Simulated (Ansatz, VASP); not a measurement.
BN in VASP and in Ansatz

```
CELL_PARAMETERS angstrom
0.00000 -1.81239 -1.81239
-1.81239 0.00000 -1.81239
1.81239 1.81239 -3.62479
ATOMIC_POSITIONS crystal
B 0.99200 0.03566 0.00000
B 0.50800 0.46434 0.50000
N 0.36682 0.41149 0.87500
N 0.88318 0.83851 0.37500
```

Change from the starting cell: mode 4 frozen in at -0.085 Å, equal normal strain along x and y +0.0000.

Alike in both runs: task single point; functional PBE; k mesh 6 × 6 × 6; occupations gaussian, width 0.05 eV; no spin polarisation.

|  | VASP | Ansatz |
| --- | --- | --- |
| version | VASP 6.6.1 | Ansatz 0.2.0 |
| potentials or method | VASP PAW PBE potentials, release 64 (B, N) | scalar-relativistic, plane waves, PAW |
| plane-wave cutoff (eV) | 520 | 520 |
| valence electrons in the cell | 16 | 16 |

VASP gave:

```
gap on the k mesh at the Fermi level (eV)       : 4.32
least direct gap on the mesh (eV)               : 6.27
pressure (GPa)                                  : 0.0
largest component of the traceless stress (GPa) : 1.50
rms of the force components (eV/Å)              : 0.521
```

Q: Estimate Ansatz's values.

A: gap on the k mesh at the Fermi level (eV): 4.33; least direct gap on the mesh (eV): 6.28; pressure (GPa): -0.2; largest component of the traceless stress (GPa): 1.50; rms of the force components (eV/Å): 0.521.

Atom by atom the forces differ by 0.001 eV/Å (rms over components).

Caveats: the k mesh is coarse (spacing up to 0.48 Å⁻¹), so the values aren't converged; forces of over 1 eV/Å show positions far from the minimum, so gaps and moduli don't describe the material at rest. A k mesh can miss the band edges.
